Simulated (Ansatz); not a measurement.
# WSe₂: comparing deformations

All numbers below come from DFT PBEsol, scalar-relativistic, plane waves, PAW in Ansatz 0.2.0. Cutoff 420 eV, Γ-centred 12×12×2 k-points, Gaussian smearing of 0.05 eV. Spin–orbit coupling is left out, which can shift energies with elements as heavy as these. No spin polarisation. Energies are free energies at this smearing, counted from the undisturbed cell; pressure is positive in compression.

Zero of the scan (relaxed at this level; this form isn't the usual structure):

```
CELL_PARAMETERS angstrom
3.27025 0.00000 0.00000
-1.63513 2.83212 0.00000
0.00000 0.00000 16.66122
ATOMIC_POSITIONS crystal
W 0.00000 0.00000 0.00000
Se 0.33333 0.66667 0.10040
Se 0.33333 0.66667 0.89960
```

The cell holds layers and no dispersion correction was added, so their binding is poorly described.

The cell is strained by ε times a Voigt pattern (xx, yy, zz, yz, xz, xy; engineering shear) with fractional coordinates fixed. τ = (1/V0) dE/dε comes from the stress tensor. Of each scan, only the three points used here are listed.

```
           pattern        ε  τ (GPa)
(1, 1, 0, 0, 0, 0)  -0.0150    -3.82
(1, 1, 0, 0, 0, 0)   0.0000     0.01
(1, 1, 0, 0, 0, 0)   0.0150     3.42
(0, 0, 1, 0, 0, 0)  -0.0150    -1.60
(0, 0, 1, 0, 0, 0)   0.0000     0.00
(0, 0, 1, 0, 0, 0)   0.0150     1.51
(0, 1, 0, 0, 0, 0)  -0.0100    -0.98
(0, 1, 0, 0, 0, 0)   0.0000     0.00
(0, 1, 0, 0, 0, 0)   0.0100     0.92
```

Problem. Which constants do the scans give, and which deformation costs least for the same size of strain tensor?

Solution. The slope dτ/dε at zero (parabola through three points) is pᵀCp: (1, 1, 0, 0, 0, 0) gives C11 + C22 + 2 C12 = 241 GPa; (0, 0, 1, 0, 0, 0) gives C33 = 104 GPa; (0, 1, 0, 0, 0, 0) gives C22 = 95 GPa. The size of the strain tensor, ε:ε, is ε² times 2.0, 1.0, 1.0. Per unit of it the stiffnesses are 121, 104, 95 GPa, so (0, 1, 0, 0, 0, 0) is the softest of these: at ε:ε = (1 %)² the quadratic term costs 1.53 meV/atom against 1.94 for the stiffest. These are clamped-ion values.

Forces appear on the atoms along this scan, and letting them relax would lower the energy and soften the response.